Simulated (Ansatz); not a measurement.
# SrTiO3: band gap under strain

Aim: follow the gap of SrTiO3 (cubic perovskite) through these states: no strain; -4.0 % biaxial strain in x and y, free along z; -3.0 % biaxial strain in x and y, free along z. The table at the end shows which levels were run.

Code: Ansatz 0.2.0. PAW datasets, plane waves. The values are computed, spin-unpolarised, and not measurements.

### 1 The structure to begin with

The unstrained cell was relaxed with r2SCAN; in each strained cell the atoms were relaxed again with r2SCAN. Names of k-points are those of the unstrained zone, where strain can split equivalent points. First state: no strain.

The symmetry is Pm-3m (No. 221, cubic); conventional cell a = 3.907 Å, 11.93 Å³ an atom. Sr has 12 O at 2.76 Å; Ti has 6 O at 1.95 Å; O has 2 Ti at 1.95 Å and 4 Sr at 2.76 Å.

As a file:

```
Sr Ti O
1.0
     3.90685    0.00000    0.00000
     0.00000    3.90685    0.00000
     0.00000    0.00000    3.90685
Sr Ti O
1 1 3
Direct
  0.00000 0.00000 0.00000
  0.50000 0.50000 0.50000
  0.50000 0.50000 0.00000
  0.50000 0.00000 0.50000
  0.00000 0.50000 0.50000
```

### 2 No strain: PBE

Contents of input.yaml:

```yaml
crystal:
  lattice:
    - [3.9068515016, 0.0, 0.0]
    - [0.0, 3.9068515016, 0.0]
    - [0.0, 0.0, 3.9068515016]
  atoms:
    - { symbol: Sr, position: [0.0, 0.0, 0.0] }
    - { symbol: Ti, position: [0.5, 0.5, 0.5] }
    - { symbol: O, position: [0.5, 0.5, 0.0] }
    - { symbol: O, position: [0.5, 0.0, 0.5] }
    - { symbol: O, position: [0.0, 0.5, 0.5] }
kpoints:
  mp_grid: { grid: [6, 6, 6] }
  band_path:
    path: [[0.0, 0.0, 0.0], [0.0, 0.5, 0.0], [0.5, 0.5, 0.0], [0.5, 0.5, 0.5]]
    npoints: 1
hamiltonian:
  xc: pbe
scf:
  occupations: { method: fermi_dirac, width: 0.02 }
  n_extra_bands: 5
output:
  forces: true
  stress: true
  eigenvalues: true
```

On the command line:

```bash
$ ansatz run input.yaml --threads 2 --pin off --max-ram 29491MiB --backend cpu --events-out ev --progress --plain --runs-dir out
```

The runs that follow: No strain: r2SCAN; No strain: HSE06; No strain: r2SCAN+SOC; No strain: r2SCAN; -4.0 % biaxial strain in x and y, free along z: PBE; -4.0 % biaxial strain in x and y, free along z: r2SCAN; -4.0 % biaxial strain in x and y, free along z: HSE06; -4.0 % biaxial strain in x and y, free along z: r2SCAN+SOC; -4.0 % biaxial strain in x and y, free along z: r2SCAN; -3.0 % biaxial strain in x and y, free along z: PBE; -3.0 % biaxial strain in x and y, free along z: r2SCAN; -3.0 % biaxial strain in x and y, free along z: HSE06; -3.0 % biaxial strain in x and y, free along z: r2SCAN+SOC; -3.0 % biaxial strain in x and y, free along z: r2SCAN.

What does the calculation give?

The runs gave:

Least gap in eV (negative: overlap), with the change from the unstrained cell in brackets:

| state | volume change (%) | PBE | r2SCAN | HSE06 |
| --- | --- | --- | --- | --- |
| no strain | +0.0 | 1.88 | 2.26 | 3.32 |
| -4.0 % biaxial strain in x and y, free along z | -5.3 | 1.84 (-0.04) | 2.23 (-0.03) | 3.33 (+0.01) |
| -3.0 % biaxial strain in x and y, free along z | -4.0 | 1.85 (-0.03) | 2.24 (-0.02) | 3.33 (+0.01) |

The HSE06 gap hardly moves: by 0.007 eV at most. PBE and HSE06 differ by 1.44 eV on the unstrained gap, and by at most 0.05 eV on its change.
